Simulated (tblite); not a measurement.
# CuI at GFN1-xTB (tblite): moving one setting at a time

Aim: start from a run with usual settings and see what each changed setting does to the results.

Method: GFN1-xTB (tblite), atoms fixed, no spin polarisation, in tblite 0.8.0.

**1. The system as given**

The structure is tetragonal, space group P4/nmm (No. 129). The conventional cell has a = 4.055 Å, b = 4.055 Å, c = 6.346 Å, α = 90.00°, β = 90.00°, γ = 90.00°. Cu (site symmetry -4m2) has 4 I at 2.64 Å and 4 Cu at 2.87 Å as nearest neighbours. Around I (site symmetry 4mm) lie 4 Cu at 2.64 Å.

As a file:

```
Cu I
1.0
     4.05511    0.00000    0.00000
     0.00000    4.05511    0.00000
     0.00000    0.00000    6.34568
Cu I
2 2
Direct
  0.50000 0.50000 0.00000
  0.00000 0.00000 0.00000
  0.50000 0.00000 0.26671
  0.00000 0.50000 0.73329
```

The structure type (database structure) is imposed and need not be the compound's stable one.

**2. The reference run**

run.py

```python
import json
from ase import Atoms
from ase.build import make_supercell
from ase.units import Bohr, GPa, Hartree
from tblite.interface import Calculator

atoms = Atoms(['Cu', 'Cu', 'I', 'I'],
              cell=[[4.05511, -0.0, 0.0], [-0.0, 4.05511, 0.0], [0.0, 0.0, 6.345684]],
              scaled_positions=[[0.5, 0.5, 0.0], [-0.0, 0.0, 0.0], [0.5, 0.0, 0.266709], [0.0, 0.5, 0.733291]],
              pbc=True)
cluster = make_supercell(atoms, [[2, 0, 0], [0, 2, 0], [0, 0, 2]])
calc = Calculator('GFN1-xTB', cluster.numbers, cluster.positions / Bohr, lattice=cluster.cell[:] / Bohr, periodic=cluster.pbc)
calc.set('temperature', 0.02 / Hartree)
calc.set('max-iter', 150)
res = calc.singlepoint()
levels = res.get('orbital-energies') * Hartree
nv = round(res.get('orbital-occupations').sum() / 2)
cells = len(cluster) // len(atoms)
out = {'energy_per_cell': res.get('energy') * Hartree / cells, 'homo': levels[nv - 1], 'lumo': levels[nv],
       'stress': (-res.get('virial') * Hartree / cluster.get_volume() / GPa).tolist(), 'charges': res.get('charges')[:len(atoms)].tolist(), 'electrons': 2 * nv / cells}
json.dump(out, open('results.json', 'w'))
for key, value in out.items():
    print(key, value)
```

Run with:

```
$ python run.py
```

The program printed:

```text
------------------------------------------------------------
  cycle        total energy    energy error   density error
------------------------------------------------------------
      1     -137.0362240693  -1.3689282E+02   8.2253443E-01
      2     -137.1087029811  -7.2478912E-02   4.9296974E-01
      3     -137.0972686091   1.1434372E-02   4.7296629E-02
      4     -137.1131748809  -1.5906272E-02   1.1490367E-03
      5     -137.1131746309   2.4997757E-07   6.7351020E-04
      6     -137.1131748820  -2.5103546E-07   1.3690901E-05
------------------------------------------------------------

 total:                                   0.693 sec
energy_per_cell -466.37994134243417
homo -8.078855277146209
lumo -3.745991420535664
stress [[13.549221198350477, 1.9301879520052716e-06, 1.4115569268595067e-07], [1.9301879520520647e-06, 13.549221198350919, -1.4115575398982563e-07], [1.4115569281727355e-07, -1.411557540951235e-07, 7.57232558352414]]
charges [-0.03990221152482676, -0.03991358129932032, 0.03994264763078606, 0.039943051528753395]
electrons 36.0
```

Wall time 1.2 s (1 thread of Arm Neoverse V2, shared host); peak memory 0.1 GiB.

Gap 4.33 eV; pressure 11.6 GPa. The 32 atoms of the cluster fold only a few k-points onto the zone centre, so gap and energy may not be converged in the cluster's size.

**3. Change: mixer-damping = 0.7**

Edit run.py of step 2 so:

```diff
@@ -14,2 +14,3 @@
 calc.set('max-iter', 150)
+calc.set('mixer-damping', 0.7)
 res = calc.singlepoint()
```

Run with:

```
$ python run.py
```

The program printed:

```text
------------------------------------------------------------
  cycle        total energy    energy error   density error
------------------------------------------------------------
      1     -137.0362240693  -1.3689282E+02   8.2253443E-01
      2     -137.0145247209   2.1699348E-02   2.6472123E-01
      3     -136.7289556711   2.8556905E-01   1.8830219E-01
      4     -137.1130381232  -3.8408245E-01   4.6324743E-03
      5     -137.1131485151  -1.1039196E-04   2.0466100E-03
      6     -137.1131745637  -2.6048606E-05   9.2781966E-05
      7     -137.1131748860  -3.2230724E-07   8.5195364E-06
------------------------------------------------------------

 total:                                   0.710 sec
energy_per_cell -466.3799413563137
homo -8.078856304881384
lumo -3.745989935662303
stress [[13.549207099980858, 1.9301401573920736e-06, 1.4113895873995984e-07], [1.9301401573845083e-06, 13.549207099981249, -1.4113909772340329e-07], [1.411389585813701e-07, -1.4113909780152214e-07, 7.572314373725959]]
charges [-0.039898250108090116, -0.03990971668609922, 0.03988738532213722, 0.039887059532842134]
electrons 36.0
```

Run time: 1.2 s. Hardware: 1 thread of Arm Neoverse V2, shared host; peak memory 0.1 GiB.

Against the reference run the gap moves by 0.00 eV and the energy by 0.0 meV/atom.

**4. Change: temperature = 0.1**

Edit run.py of step 3 so:

```diff
@@ -12,5 +12,4 @@
 calc = Calculator('GFN1-xTB', cluster.numbers, cluster.positions / Bohr, lattice=cluster.cell[:] / Bohr, periodic=cluster.pbc)
-calc.set('temperature', 0.02 / Hartree)
+calc.set('temperature', 0.1 / Hartree)
 calc.set('max-iter', 150)
-calc.set('mixer-damping', 0.7)
 res = calc.singlepoint()
```

Run with:

```
$ python run.py
```

The program printed:

```text
------------------------------------------------------------
  cycle        total energy    energy error   density error
------------------------------------------------------------
      1     -137.0362240693  -1.3689282E+02   8.2253443E-01
      2     -137.1087029811  -7.2478912E-02   4.9296974E-01
      3     -137.0972686090   1.1434372E-02   4.7296629E-02
      4     -137.1131748809  -1.5906272E-02   1.1490367E-03
      5     -137.1131746309   2.4997752E-07   6.7351020E-04
      6     -137.1131748820  -2.5103543E-07   1.3690901E-05
------------------------------------------------------------

 total:                                   0.695 sec
energy_per_cell -466.37994134244093
homo -8.07885527724891
lumo -3.745991420628732
stress [[13.549221198540415, 1.9301880354913347e-06, 1.4115569498954222e-07], [1.9301880354928297e-06, 13.549221198540865, -1.4115568363595365e-07], [1.4115569488757578e-07, -1.411556836778333e-07, 7.572325584517622]]
charges [-0.039902211526258724, -0.039913581300756173, 0.0399426476342924, 0.03994305153228324]
electrons 36.0
```

Wall time 1.2 s (1 thread of Arm Neoverse V2, shared host); peak memory 0.1 GiB.

Against the reference run the gap moves by 0.00 eV and the energy by 0.0 meV/atom.

**5. Change: method = IPEA1-xTB**

Edit run.py of step 4 so:

```diff
@@ -11,4 +11,4 @@
 cluster = make_supercell(atoms, [[2, 0, 0], [0, 2, 0], [0, 0, 2]])
-calc = Calculator('GFN1-xTB', cluster.numbers, cluster.positions / Bohr, lattice=cluster.cell[:] / Bohr, periodic=cluster.pbc)
-calc.set('temperature', 0.1 / Hartree)
+calc = Calculator('IPEA1-xTB', cluster.numbers, cluster.positions / Bohr, lattice=cluster.cell[:] / Bohr, periodic=cluster.pbc)
+calc.set('temperature', 0.02 / Hartree)
 calc.set('max-iter', 150)
```

Run with:

```
$ python run.py
```

The program printed:

```text
------------------------------------------------------------
  cycle        total energy    energy error   density error
------------------------------------------------------------
      1     -137.8246239034  -1.3764685E+02   8.2785530E-01
      2     -137.8859281388  -6.1304235E-02   4.9022080E-01
      3     -137.8182062939   6.7721845E-02   8.1867225E-02
      4     -137.9011243256  -8.2918032E-02   5.2599953E-04
      5     -137.9011256219  -1.2962499E-06   3.4522338E-04
      6     -137.9011258049  -1.8303822E-07   1.2034200E-05
------------------------------------------------------------

 total:                                   0.664 sec
energy_per_cell -469.0600959339901
homo -10.41664231204858
lumo -6.862706197585448
stress [[16.608019804647917, 2.891486085003761e-14, 4.602651658368791e-14], [2.8935210764629e-14, 16.608019804647913, 4.83249137746246e-14], [4.547805265704077e-14, 4.882426232429999e-14, 11.519529463255344]]
charges [-0.048217162292247595, -0.04821716229226547, 0.04821716229228799, 0.048217162292262195]
electrons 36.0
```

It took 1.2 s on 1 thread of Arm Neoverse V2, shared host; peak memory 0.1 GiB.

Totals of another method or basis aren't compared here.

**6. Change: mixer-damping = 1.0**

Edit run.py of step 5 so:

```diff
@@ -11,5 +11,6 @@
 cluster = make_supercell(atoms, [[2, 0, 0], [0, 2, 0], [0, 0, 2]])
-calc = Calculator('IPEA1-xTB', cluster.numbers, cluster.positions / Bohr, lattice=cluster.cell[:] / Bohr, periodic=cluster.pbc)
+calc = Calculator('GFN1-xTB', cluster.numbers, cluster.positions / Bohr, lattice=cluster.cell[:] / Bohr, periodic=cluster.pbc)
 calc.set('temperature', 0.02 / Hartree)
 calc.set('max-iter', 150)
+calc.set('mixer-damping', 1.0)
 res = calc.singlepoint()
```

Run with:

```
$ python run.py
```

The program printed:

```text
------------------------------------------------------------
  cycle        total energy    energy error   density error
------------------------------------------------------------
      1     -137.0362240693  -1.3689282E+02   8.2253443E-01
      2     -136.8043029107   2.3192116E-01   1.6490417E-01
      3     -135.8429333051   9.6136961E-01   3.4287839E-01
      4     -137.1128626530  -1.2699293E+00   1.1100105E-02
      5     -137.1126739828   1.8867027E-04   8.8875947E-03
      6     -137.1131704663  -4.9648356E-04   6.2391659E-04
      7     -137.1131735272  -3.0608157E-06   4.3943892E-04
      8     -137.1131748857  -1.3585690E-06   2.0237915E-05
      9     -137.1131748881  -2.3314612E-09   8.3313483E-06
------------------------------------------------------------

 total:                                   0.729 sec
energy_per_cell -466.3799413631973
homo -8.078845718230786
lumo -3.7459738860937266
stress [[13.549165539752208, 1.9299996253827805e-06, 1.4102976395161404e-07], [1.9299996253593613e-06, 13.549165539752803, -1.4102989688619846e-07], [1.410297638315281e-07, -1.4102989691901842e-07, 7.5722820323857105]]
charges [-0.03988771017533044, -0.03989905891990697, 0.0399031690881723, 0.039892257083809377]
electrons 36.0
```

Run time: 1.2 s. Hardware: 1 thread of Arm Neoverse V2, shared host; peak memory 0.1 GiB.

Against the reference run the gap moves by 0.00 eV and the energy by 0.0 meV/atom.

**7. Change: cluster = 1x1x1**

Edit run.py of step 6 so:

```diff
@@ -10,3 +10,3 @@
               pbc=True)
-cluster = make_supercell(atoms, [[2, 0, 0], [0, 2, 0], [0, 0, 2]])
+cluster = make_supercell(atoms, [[1, 0, 0], [0, 1, 0], [0, 0, 1]])
 calc = Calculator('GFN1-xTB', cluster.numbers, cluster.positions / Bohr, lattice=cluster.cell[:] / Bohr, periodic=cluster.pbc)
@@ -14,3 +14,2 @@
 calc.set('max-iter', 150)
-calc.set('mixer-damping', 1.0)
 res = calc.singlepoint()
```

Run with:

```
$ python run.py
```

The program printed:

```text
------------------------------------------------------------
  cycle        total energy    energy error   density error
------------------------------------------------------------
      1     -16.84845932300  -1.6830533E+01   8.1450719E-01
      2     -16.85065730992  -2.1979869E-03   4.8231371E-01
      3     -16.85035935163   2.9795828E-04   2.3694438E-02
      4     -16.85077389553  -4.1454390E-04   1.1407079E-03
      5     -16.85077408224  -1.8670148E-07   4.7145330E-04
      6     -16.85077408341  -1.1789254E-09   1.6473055E-06
------------------------------------------------------------

 total:                                   0.088 sec
energy_per_cell -458.5329183931856
homo -8.206699090609881
lumo -4.071460257438016
stress [[42.142302123588145, 1.0863666603928368e-06, -2.2660363473794162e-07], [1.0863666605211123e-06, 42.14230212358832, 2.2660362265090047e-07], [-2.2660363444867333e-07, 2.266036235605628e-07, 24.237131745026563]]
charges [0.052951248310398324, 0.05295124831039699, -0.05294994939084259, -0.05295254722995562]
electrons 36.0
```

Wall time 0.6 s (1 thread of Arm Neoverse V2, shared host); peak memory 0.095 GiB.

Against the reference run the gap moves by -0.20 eV and the energy by +1961.8 meV/atom. One cell at the zone centre alone can't describe the crystal.

**8. Change: cluster = 3x3x3**

Edit run.py of step 7 so:

```diff
@@ -10,3 +10,3 @@
               pbc=True)
-cluster = make_supercell(atoms, [[1, 0, 0], [0, 1, 0], [0, 0, 1]])
+cluster = make_supercell(atoms, [[3, 0, 0], [0, 3, 0], [0, 0, 3]])
 calc = Calculator('GFN1-xTB', cluster.numbers, cluster.positions / Bohr, lattice=cluster.cell[:] / Bohr, periodic=cluster.pbc)
```

Run with:

```
$ python run.py
```

The program printed:

```text
------------------------------------------------------------
  cycle        total energy    energy error   density error
------------------------------------------------------------
      1     -463.0432367063  -4.6255923E+02   8.2377339E-01
      2     -463.4205615662  -3.7732486E-01   4.9240362E-01
      3     -463.3595509470   6.1010619E-02   6.5811049E-02
      4     -463.4468644107  -8.7313464E-02   1.0606155E-03
      5     -463.4468636632   7.4755587E-07   6.6682465E-04
      6     -463.4468644180  -7.5488384E-07   6.2421126E-06
------------------------------------------------------------

 total:                                   4.478 sec
energy_per_cell -467.07524183192754
homo -8.032458887081425
lumo -3.6838060664683776
stress [[9.569967804514505, 1.7814386791173386e-06, 5.500696275988234e-08], [1.7814386791276612e-06, 9.569967804514404, -5.5006960827771945e-08], [5.5006962538440804e-08, -5.500696086179272e-08, 6.226001914096011]]
charges [-0.05448200375880563, -0.05449822151681305, 0.054502777815214884, 0.05449214427940027]
electrons 36.0
```

Run time: 5 s. Hardware: 1 thread of Arm Neoverse V2, shared host; peak memory 0.22 GiB.

Against the reference run the gap moves by +0.02 eV and the energy by -173.8 meV/atom. Another cluster folds other k-points onto the zone centre, and changes which images the real-space sums reach.

**9. What moved**

| change | ends | gap (eV) | energy (meV/atom) | pressure (GPa) | time |
| --- | --- | --- | --- | --- | --- |
| none | converged | 4.33 | 0 | 11.6 | 1.2 s |
| mixer-damping = 0.7 | converged | 0.00 | 0.0 | 0.0 | 1.2 s |
| temperature = 0.1 | converged | 0.00 | 0.0 | 0.0 | 1.2 s |
| method = IPEA1-xTB | converged | -0.78 | – | +3.4 | 1.2 s |
| mixer-damping = 1.0 | converged | 0.00 | 0.0 | 0.0 | 1.2 s |
| cluster = 1x1x1 | converged | -0.20 | +1961.8 | +24.6 | 0.6 s |
| cluster = 3x3x3 | converged | +0.02 | -173.8 | -3.1 | 5 s |

The first row holds values, the others changes from it. Keys are the program's: temperature in eV (tblite) or K (CP2K), cutoffs in Ry, CUTOFP in Å. Among the numerical settings, cluster = 1x1x1 moves the energy most (+1961.8 meV/atom). The changed runs test settings; they are no properties of the crystal.
